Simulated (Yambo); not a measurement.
# C (Fd-3m) in Yambo: further runs

One crystal, C, is run at these levels: LDA, PBEsol; tasks: G0W0 quasiparticle levels, optical spectrum, optical spectrum by the Bethe-Salpeter equation.

Everything below comes from runs of Yambo 5.3.0. Logs are shortened: lines on timing, memory, paths and dates and some standing lists are left out, and cuts for length are marked.

## (1) The crystal as given

The structure is cubic, space group Fd-3m (No. 227). Conventional cell: a = 3.567 Å, b = 3.567 Å, c = 3.567 Å, α = 90.00°, β = 90.00°, γ = 90.00°. Around C (site symmetry -43m) lie 4 C at 1.54 Å.

This isn't the form of C at room conditions, which is graphite.

## (2) G0W0 quasiparticle levels, LDA

Contents of g0w00.in:

```
gw0
dyson
el_el_corr
rim_cut
HF_and_locXC
ppa
em1d
RandQpts= 1000000
RandGvec= 50 RL
EXXRLvcs= 66 Ry
VXCRLvcs= 66 Ry
Chimod= "HARTREE"
% BndsRnXp
 1 | 84 |
%
NGsBlkXp= 8 Ry
% LongDrXp
 1 | 1 | 1 |
%
PPAPntXp= 27.21138 eV
% GbndRnge
 1 | 84 |
%
GTermKind= "none"
DysSolver= "n"
ExtendOut
% QPkrange
 1 | 8 | 2 | 8 |
%
```

Contents of scf.in:

```
&CONTROL
  calculation = 'scf'
  prefix = 'pwscf'
  outdir = './tmp'
  pseudo_dir = './pseudo'
/
&SYSTEM
  ibrav = 0
  nat = 2
  ntyp = 1
  ecutwfc = 66
  nbnd = 9
  occupations = 'smearing'
  smearing = 'fd'
  degauss = 0.00367493
  force_symmorphic = .true.
/
&ELECTRONS
  conv_thr = 4d-10
  electron_maxstep = 120
  mixing_beta = 0.5
/
ATOMIC_SPECIES
C     12.0110 C.upf
CELL_PARAMETERS bohr
   0.0000000000    3.3700808789    3.3700808789
   3.3700808789    0.0000000000    3.3700808789
   3.3700808789    3.3700808789    0.0000000000
ATOMIC_POSITIONS bohr
C      5.0551213183    5.0551213183    5.0551213183
C      3.3700808789    3.3700808789    3.3700808789
K_POINTS automatic
12 12 12 0 0 0
```

Contents of nscf.in:

```
&CONTROL
  calculation = 'nscf'
  prefix = 'pwscf'
  outdir = './tmp'
  pseudo_dir = './pseudo'
/
&SYSTEM
  ibrav = 0
  nat = 2
  ntyp = 1
  ecutwfc = 66
  nbnd = 84
  occupations = 'fixed'
  force_symmorphic = .true.
/
&ELECTRONS
  conv_thr = 1d-08
  diago_full_acc = .true.
  diago_thr_init = 1d-06
/
ATOMIC_SPECIES
C     12.0110 C.upf
CELL_PARAMETERS bohr
   0.0000000000    3.3700808789    3.3700808789
   3.3700808789    0.0000000000    3.3700808789
   3.3700808789    3.3700808789    0.0000000000
ATOMIC_POSITIONS bohr
C      5.0551213183    5.0551213183    5.0551213183
C      3.3700808789    3.3700808789    3.3700808789
K_POINTS automatic
4 4 4 0 0 0
```

Potentials or basis: PseudoDojo 0.4.1 SR LDA stringent.

The run is started by

```sh
$ OMP_NUM_THREADS=1 pw.x -in scf.in > scf.out
$ OMP_NUM_THREADS=1 pw.x -in nscf.in > nscf.out
$ cd tmp/pwscf.save; p2y; mv SAVE ../..; cd ../..
$ OMP_NUM_THREADS=1 yambo
$ OMP_NUM_THREADS=1 yambo -F g0w00.in -J g0w00 -C g0w00_out
```

Yambo's report:

```text
[... sections 02.01 to 02.04 as in the set-up run ...]

  [02.05] Energies & Occupations
  ==============================

  [X] === General ===
  [X] Electronic Temperature                        :  0.000000  0.000000 [eV K]
  [X] Bosonic    Temperature                        :  0.000000  0.000000 [eV K]
  [X] Finite Temperature mode                       : no
  [X] El. density                                   :  0.70524E+24 [cm-3]
  [X] Fermi Level                                   :  13.13592 [eV]

  [X] === Gaps and Widths ===
  [X] Conduction Band Min                           :  4.438957 [eV]
  [X] Valence Band Max                              :  0.000000 [eV]
  [X] Filled Bands                                  :   4
  [X] Empty Bands                                   :    5   84
  [X] Direct Gap                                    :  5.556279 [eV]
  [X] Direct Gap localized at k                     :  1
  [X] Indirect Gap                                  :  4.438957 [eV]
  [X] Indirect Gap between kpts                     :   1   4
  [X] Last valence band width                       :  8.386249 [eV]
  [X] 1st conduction band width                     :  6.054267 [eV]

 [03] Transferred momenta grid and indexing
 ==========================================

 IBZ Q-points                                      :   8
 BZ  Q-points                                      :   64

 K/Q-points units:
 rlu = crystal or reduced units; cc = cartesian coordinates; iku = interal k-units

 Q [1]          [rlu]:  0.000000  0.000000  0.000000
 Q [2]          [rlu]: -0.10411E-17 -0.10411E-17  0.25000
 Q [3]          [rlu]:  0.20821E-17  0.20821E-17 -0.50000
 Q [4]          [rlu]:  0.16518E-17  0.25000      0.25000
 Q [5]          [rlu]: -0.10411E-17  0.25000      0.50000
 Q [6]          [rlu]:  0.20821E-17  0.25000     -0.25000
 Q [7]          [rlu]: -0.33036E-17 -0.50000     -0.50000
 Q [8]          [rlu]:  0.250000 -0.500000 -0.250000

 [04] Coloumb potential Random Integration (RIM)
 ===============================================

  [04.01] RIM initialization
  ==========================

  * Diagonal components only detected *

  8 x (sBL volume)        :  0.405041 [a.u.]
  sBZ random points       :  1000000
  Points outside the sBZ  :   7968281
  RL volume               :  3.240325 [a.u.]
  Integrated volume       :  3.253224 [a.u.]

  [04.02] RIM integrals
  =====================

  Gamma point sphere radius             :  0.134210 [a.u.]
  Points outside the sphere             :   800476
  [Int_sBZ(q=0) 1/q^2]*(Vol_sBZ)^(-1/3) =:  7.776341
                                 should be <:  7.795600
  [WR./g0w00//ndb.RIM]------------------------------------------------------------
   Brillouin Zone Q/K grids (IBZ/BZ)                :    8   64    8   64
   Coulomb cutoff potential                         : none
   Coulombian RL components                         :   51
   Coulombian diagonal components                   : yes
   RIM random points                                :  1000000
   RIM  RL volume             [a.u.]                :  3.253224
   Real RL volume             [a.u.]                :  3.240325
   Eps^-1 reference component                       : 0
   Eps^-1 components                                :  0.000000  0.000000  0.000000
   RIM anysotropy factor                            :  0.000000

  Summary of Coulomb integrals for non-metallic bands |Q|[au] RIM/Bare

  Q [1] 0.100000E-4 0.997530 * Q [2] 0.403655 1.068455
  Q [4] 0.466100 1.068048 * Q [6] 0.659166 1.030576
  Q [5] 0.772940 1.023062 * Q [3] 0.807310 1.020719
  Q [7] 0.932201 1.016898 * Q [8] 1.042232 1.013831

 [05] Dipoles
[... 181 lines left out ...]
  [Hartree-Fock] Conduction Band Min                :  10.16478 [eV]
  [Hartree-Fock] Valence Band Max                   : -2.580823 [eV]
  [Hartree-Fock] Filled Bands                       :   4
  [Hartree-Fock] Empty Bands                        :    5   84
  [Hartree-Fock] Direct Gap                         :  14.31270 [eV]
  [Hartree-Fock] Direct Gap localized at k          :  1
  [Hartree-Fock] Indirect Gap                       :  12.74560 [eV]
  [Hartree-Fock] Indirect Gap between kpts          :   1   4
  [Hartree-Fock] Last valence band width            :  10.87409 [eV]
  [Hartree-Fock] 1st conduction band width          :  7.518562 [eV]

 [08] Dyson equation: Newton solver
 ==================================

  [08.01] G0W0 (W PPA)
  ====================

  [  GW  ] Bands range     :    1   84
  [GW/PPA] G damping       :  0.100000 [eV]

  QP @ state[ 1 ] K range:   1   8
  QP @ state[ 1 ] b range:   2   8

   Current Q-pt index             :  1
   :: PP condition fails/total    :  0.179162
   :: Time ordering fails/rest    :  0.499297
   :: Mean rel dev of PP cond     :  0.179153
   Current Q-pt index             :  2
   :: PP condition fails/total    :  0.136101
   :: Time ordering fails/rest    :  0.502003
   :: Mean rel dev of PP cond     :  0.136123
   Current Q-pt index             :  3
   :: PP condition fails/total    :  0.161476
   :: Time ordering fails/rest    :  0.501605
   :: Mean rel dev of PP cond     :  0.161516
   Current Q-pt index             :   4
[... 5 lines left out ...]
   :: Time ordering fails/rest    :  0.501138
   :: Mean rel dev of PP cond     :  0.155352
   Current Q-pt index             :   6
   :: PP condition fails/total    :  0.169166
   :: Time ordering fails/rest    :  0.497918
   :: Mean rel dev of PP cond     :  0.169199
   Current Q-pt index             :   7
   :: PP condition fails/total    :  0.166090
   :: Time ordering fails/rest    :  0.501153
   :: Mean rel dev of PP cond     :  0.166130
   Current Q-pt index             :   8
   :: PP condition fails/total    :  0.175317
   :: Time ordering fails/rest    :  0.499767
   :: Mean rel dev of PP cond     :  0.175352

  [08.02] QP properties and I/O
  =============================

  Legend (energies in eV)
  - B  : Band       - Eo  : bare energy
  - E  : QP energy  - Z   : Renormalization factor
  - So : Sc(Eo)     - S   : Sc(E)
  - dSp: Sc derivative precision

  - lXC: Local XC (Slater exchange(X)+Perdew & Wang(C))
  -nlXC: non-Local XC (Hartree-Fock)

  QP [eV] @ K [1] (iku):  0.000000  0.000000  0.000000
   B=2 Eo= -0.00 E= -0.63 E-Eo= -0.63 Re(Z)=0.83 Im(Z)=-0.727947E-3 nlXC= -19.4147 lXC= -16.8338 So=  1.82053
   B=3 Eo= -0.00 E= -0.63 E-Eo= -0.63 Re(Z)=0.83 Im(Z)=-0.727993E-3 nlXC= -19.4147 lXC= -16.8338 So=  1.81755
   B=4 Eo=  0.00 E= -0.63 E-Eo= -0.63 Re(Z)=0.83 Im(Z)=-0.727994E-3 nlXC= -19.4147 lXC= -16.8338 So=  1.81754
   B=5 Eo=  5.56 E=  6.59 E-Eo=  1.03 Re(Z)=0.83 Im(Z)=-0.747893E-3 nlXC= -9.44638 lXC= -15.6220 So= -4.93529
   B=6 Eo=  5.56 E=  6.59 E-Eo=  1.03 Re(Z)=0.83 Im(Z)=-0.747892E-3 nlXC= -9.44638 lXC= -15.6220 So= -4.93529
   B=7 Eo=  5.56 E=  6.59 E-Eo=  1.03 Re(Z)=0.83 Im(Z)=-0.746876E-3 nlXC= -9.44648 lXC= -15.6220 So= -4.93427
   B=8 Eo= 13.51 E= 14.19 E-Eo=  0.68 Re(Z)=0.77 Im(Z)=-0.285415E-2 nlXC= -7.96920 lXC= -16.3199 So= -7.46982
[... 37 lines left out ...]
  QP [eV] @ K [6] (iku):  0.000000 -0.250000  0.250000
   B=2 Eo= -8.62 E= -9.90 E-Eo= -1.28 Re(Z)=0.80 Im(Z)= 0.329255E-3 nlXC= -21.8865 lXC= -15.8716 So=  4.40913
   B=3 Eo= -7.62 E= -8.68 E-Eo= -1.05 Re(Z)=0.81 Im(Z)=-0.523746E-3 nlXC= -20.3262 lXC= -15.3483 So=  3.67658
   B=4 Eo= -3.02 E= -3.83 E-Eo= -0.81 Re(Z)=0.82 Im(Z)=-0.234195E-3 nlXC= -19.9781 lXC= -16.3726 So=  2.62683
   B=5 Eo=  7.92 E=  8.84 E-Eo=  0.92 Re(Z)=0.83 Im(Z)= 0.670716E-4 nlXC= -8.09422 lXC= -14.7330 So= -5.52592
   B=6 Eo=  9.95 E= 11.22 E-Eo=  1.27 Re(Z)=0.82 Im(Z)=-0.938820E-3 nlXC= -8.20744 lXC= -15.9876 So= -6.22869
   B=7 Eo= 12.30 E= 13.41 E-Eo=  1.11 Re(Z)=0.81 Im(Z)=-0.363641E-2 nlXC= -8.12638 lXC= -15.9859 So= -6.49257
   B=8 Eo= 13.87 E= 14.91 E-Eo=  1.04 Re(Z)=0.79 Im(Z)= 0.396649E-2 nlXC= -7.08768 lXC= -15.7345 So= -7.33699

  QP [eV] @ K [7] (iku): -0.500000  0.000000  0.000000
   B=2 Eo=-12.64 E=-14.11 E-Eo= -1.46 Re(Z)=0.77 Im(Z)= 0.307379E-2 nlXC= -23.3058 lXC= -15.5934 So=  5.80261
   B=3 Eo= -6.32 E= -7.32 E-Eo= -1.00 Re(Z)=0.82 Im(Z)= 0.683418E-3 nlXC= -20.6333 lXC= -15.8607 So=  3.55229
   B=4 Eo= -6.32 E= -7.32 E-Eo= -1.00 Re(Z)=0.82 Im(Z)= 0.680986E-3 nlXC= -20.6333 lXC= -15.8607 So=  3.55117
   B=5 Eo=  4.75 E=  5.41 E-Eo=  0.66 Re(Z)=0.84 Im(Z)=-0.704015E-3 nlXC= -8.02920 lXC= -13.7620 So= -4.95451
   B=6 Eo=  4.75 E=  5.41 E-Eo=  0.66 Re(Z)=0.84 Im(Z)=-0.704013E-3 nlXC= -8.02920 lXC= -13.7621 So= -4.95451
   B=7 Eo= 16.62 E= 18.06 E-Eo=  1.44 Re(Z)=0.78 Im(Z)= -0.02203 nlXC= -6.92027 lXC=-17.02395 So= -8.24799
   B=8 Eo= 16.62 E= 18.06 E-Eo=  1.45 Re(Z)=0.78 Im(Z)= -0.02205 nlXC= -6.92027 lXC=-17.02395 So= -8.24992

  QP [eV] @ K [8] (iku): -0.500000  0.250000  0.000000
   B=2 Eo=-11.81 E=-13.33 E-Eo= -1.52 Re(Z)=0.78 Im(Z)=-0.841052E-2 nlXC= -23.5771 lXC= -15.9616 So=  5.66014
   B=3 Eo= -8.39 E= -9.41 E-Eo= -1.02 Re(Z)=0.81 Im(Z)= 0.648607E-4 nlXC= -20.0822 lXC= -15.0136 So=  3.80014
   B=4 Eo= -8.39 E= -9.41 E-Eo= -1.02 Re(Z)=0.81 Im(Z)= 0.658496E-4 nlXC= -20.0822 lXC= -15.0135 So=  3.80014
   B=5 Eo= 10.49 E= 11.55 E-Eo=  1.05 Re(Z)=0.83 Im(Z)= 0.348886E-3 nlXC= -7.22190 lXC= -14.4120 So= -5.92184
   B=6 Eo= 10.49 E= 11.55 E-Eo=  1.05 Re(Z)=0.83 Im(Z)= 0.348719E-3 nlXC= -7.22190 lXC= -14.4117 So= -5.92185
   B=7 Eo= 12.34 E= 13.45 E-Eo=  1.11 Re(Z)=0.80 Im(Z)=-0.239772E-2 nlXC= -7.85514 lXC= -16.1878 So= -6.94788
   B=8 Eo= 12.34 E= 13.45 E-Eo=  1.11 Re(Z)=0.80 Im(Z)=-0.239768E-2 nlXC= -7.85514 lXC= -16.1873 So= -6.94788

  [WR./g0w00//ndb.QP]-------------------------------------------------------------
   Lattice constants                                :  3.370081  3.370081  3.370081
   Coulomb cutoff potential                         : none
   Electronic Temperature                           :  0.000000 [K]
   Bosonic    Temperature                           :  0.000000 [K]
   Green`s function   energies                      : Slater exchange(X)+Perdew & Wang(C)
   wavefunctions                                    : Slater exchange(X)+Perdew & Wang(C)
   PPA    diel. fun.  energies                      : Slater exchange(X)+Perdew & Wang(C)
   wavefunctions                                    : Slater exchange(X)+Perdew & Wang(C)
   QP tot states                                    :   56
   GW solver                                        : Newton
   GW approximation                                 : PPA
   PPA imaginary Energy                             :  27.21138 ev
   RIM G`s                                          :   51
   RIM random pts                                   :  1000000
   dS/dw steps                                      :  2
   dS/dw step                                       :  0.100000 ev
   X G`s                                            :   51 used
   X G`s                                            :   51 disk
   X bands                                          :    1   84
   X poles                                          :  100.0000 o/o
   X e/h E range                                    : -1.000000 -1.000000 ev
   X Hxc Kernel                                     : HARTREE
   X BZ energy Double Grid                          : no
   X Optical Averaged directions                    : none
   Sc/G bands                                       :    1   84
   Sc/G damping                                     :  0.100000 ev
   Sc bands terminator                              : no
   Sx RL components                                 :   725

   QP @ state[ 1 ] K range                          :   1   8
   QP @ state[ 1 ] b range                          :   2   8
   GF energies kind                                 : Slater exchange(X)+Perdew & Wang(C)
   GF WF`s kind                                     : Slater exchange(X)+Perdew & Wang(C)
   Xs energies kind                                 : Slater exchange(X)+Perdew & Wang(C)
   Xs WF`s kind                                     : Slater exchange(X)+Perdew & Wang(C)
```

It took 46 s on 1 thread of Arm Neoverse V2, shared host; peak memory 0.25 GiB.

What came out:

* Band gap on the k mesh, mean-field level: 4.44 eV, indirect (least direct gap 5.56 eV)
* Quasiparticle gap: 5.56 eV
* Least direct quasiparticle gap: 7.22 eV
* Quasiparticle gap at Γ: 7.22 eV
* Band gap of the same states before the correction: 4.16 eV

Quasiparticle terms (eV):
| k point | band | Kohn-Sham level | Vxc | Σx | Σc | Z | result |
| --- | --- | --- | --- | --- | --- | --- | --- |
| (0.000, 0.000, 0.000) | 2 | 0.00 | -16.83 | -19.41 | 1.82 | 0.83 | -0.63 |
| (0.000, 0.000, 0.000) | 3 | 0.00 | -16.83 | -19.41 | 1.82 | 0.83 | -0.63 |
| (0.000, 0.000, 0.000) | 4 | 0.00 | -16.83 | -19.41 | 1.82 | 0.83 | -0.63 |
| (0.000, 0.000, 0.000) | 5 | 5.56 | -15.62 | -9.45 | -4.94 | 0.83 | 6.59 |
| (0.000, 0.000, 0.000) | 6 | 5.56 | -15.62 | -9.45 | -4.94 | 0.83 | 6.59 |
| (0.000, 0.000, 0.000) | 7 | 5.56 | -15.62 | -9.45 | -4.93 | 0.83 | 6.59 |
| (0.000, 0.000, 0.000) | 8 | 13.51 | -16.32 | -7.97 | -7.47 | 0.77 | 14.19 |
| (0.000, 0.000, 0.250) | 2 | -6.56 | -15.76 | -20.61 | 3.52 | 0.81 | -7.63 |
| (0.000, 0.000, 0.250) | 3 | -1.75 | -16.53 | -19.64 | 2.24 | 0.83 | -2.46 |
| (0.000, 0.000, 0.250) | 4 | -1.75 | -16.53 | -19.64 | 2.24 | 0.83 | -2.46 |
| (0.000, 0.000, 0.250) | 5 | 7.75 | -15.78 | -8.94 | -5.48 | 0.83 | 8.87 |
| (0.000, 0.000, 0.250) | 6 | 7.75 | -15.78 | -8.94 | -5.48 | 0.83 | 8.87 |
| (0.000, 0.000, 0.250) | 7 | 8.21 | -15.77 | -9.17 | -5.58 | 0.82 | 9.04 |
| (0.000, 0.000, 0.250) | 8 | 14.56 | -15.74 | -6.92 | -7.54 | 0.80 | 15.59 |
| (0.000, 0.000, -0.500) | 2 | -13.40 | -14.73 | -21.98 | 5.60 | 0.80 | -14.70 |
| (0.000, 0.000, -0.500) | 3 | -2.81 | -16.47 | -20.08 | 2.64 | 0.82 | -3.61 |
| (0.000, 0.000, -0.500) | 4 | -2.81 | -16.47 | -20.08 | 2.63 | 0.82 | -3.61 |
| (0.000, 0.000, -0.500) | 5 | 8.43 | -15.28 | -8.25 | -5.65 | 0.83 | 9.57 |
| (0.000, 0.000, -0.500) | 6 | 8.43 | -15.28 | -8.25 | -5.65 | 0.83 | 9.56 |
| (0.000, 0.000, -0.500) | 7 | 9.03 | -15.69 | -8.98 | -5.92 | 0.82 | 9.67 |

Caveat: the k mesh is coarse (spacing up to 0.76 Å⁻¹), so the values aren't converged; this k mesh misses the band edges, so its gaps are larger than the crystal's; the screening block or the number of bands is too small for a converged GW gap; this version prints the column dSc/dw multiplied by 27.2; the quasiparticle gap listed is the Kohn-Sham gap on the denser mesh of the self-consistent run plus the correction found on the GW mesh, so it differs from the gap in the log.

(Part 1 of 3 ends here.)
